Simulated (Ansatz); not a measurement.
`C/N=C(\N)O` + `[NH2][W]([OH])(=[S])=[S]` → `C[O][W]([NH2])(=[S])=[S]` + `N=C(N)O`  (substitution at a C–N bond)

Computed with Ansatz on PBE0-D4/def2-TZVP structures; ΔE is electronic, products minus reactants. CCSD(T)/CBS adds triple-zeta CCSD(T) − MP2 to the extrapolated MP2 energy (def2 sets, frozen cores). DFT in def2-TZVPP. def2 core potentials past Kr. For W outer-core shells are correlated without core-valence functions, which leaves a few kJ/mol of doubt a bond. Each species was taken in one conformer, which may not be the lowest.

```json
{"level": "PBE-QIDH", "ΔE (kcal/mol)": "6.1"}
{"level": "BLYP", "ΔE (kcal/mol)": "4.3"}
{"level": "MP2/def2-SVP", "ΔE (kcal/mol)": "4.5"}
{"level": "SCS-MP2/def2-QZVPP", "ΔE (kcal/mol)": "5.4"}
```

Task: What does CCSD(T)/CBS give? (An estimate is asked.)

Result: The calculation gave: +5.9 kcal/mol. The listed levels differ from it by 0.2, -1.6, -1.4, -0.5 kcal/mol.

Largest T1 diagnostic among the species: 0.022, so the coupled-cluster value is less sure than usual.

Leaving LDA and LC-ωPBE aside and taking each functional with its dispersion term where it has one, the values, not all of them listed here, spread over 1.9 kcal/mol, from BLYP-D4 to PBE-QIDH. LDA lies +1.9 kcal/mol from PBE without D4. At CCSD(T), def2-SVP lies −2.0 kcal/mol from the extrapolated value and def2-TZVPP −0.7 kcal/mol. In def2-TZVPP, CCSD(T) changes the Hartree–Fock value by +1.7 kcal/mol (the triples alone add −0.0 kcal/mol) and MP2 by +2.2 kcal/mol.

CCSD(T)/CBS has its own doubt, a few kJ/mol and more with outer-core shells, so smaller differences from it don't rank the levels.
